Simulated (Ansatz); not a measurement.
**Straining Si₂W**

All numbers below come from DFT PBEsol, scalar-relativistic, plane waves, PAW in Ansatz. (420 eV cutoff, 12×12×6 k-mesh, Gaussian smearing of 0.10 eV, no spin polarisation)

Reference structure (relaxed):

```
Si W
1.0
     3.20250    0.00000    0.00000
     0.00000    3.20250    0.00000
     0.00000    0.00000    7.81573
Si W
4 2
Cartesian
  0.0000 0.0000 2.6144
  1.6012 1.6012 1.2935
  1.6012 1.6012 6.5222
  0.0000 0.0000 5.2014
  0.0000 0.0000 0.0000
  1.6012 1.6012 3.9079
```

Deformation: uniaxial strain along c, with the lengths of a and b and the atoms relaxed and the angles held, all within the symmetry that the strain leaves. Energies are extrapolated to zero smearing.

Spin–orbit coupling is left out, which can shift energies with elements as heavy as these.

| strain (%) | ΔE (meV/atom) | a (Å) | b (Å) | c (Å) |
| --- | --- | --- | --- | --- |
| -4.5 | 50.8 | 3.229 | 3.229 | 7.464 |
| -3.0 | 21.6 | 3.220 | 3.220 | 7.581 |
| -1.5 | 5.2 | 3.211 | 3.211 | 7.699 |
| +0.0 | 0.0 | 3.203 | 3.203 | 7.816 |
| +1.5 | 4.5 | 3.194 | 3.194 | 7.933 |
| +3.0 | 17.5 | 3.186 | 3.186 | 8.050 |
| +4.5 | 37.7 | 3.178 | 3.178 | 8.167 |

**Question.** What stiffness (1/V) d²E/dε² at zero strain does a cubic fit over all points give?

**Answer.** A cubic fit gives (1/V) d²E/dε² = 524 GPa at zero strain (Young's modulus along this axis, angles held).

**Question.** How does the free axis a answer a small strain?

**Answer.** Between the innermost points its strain is -0.18 times the applied one.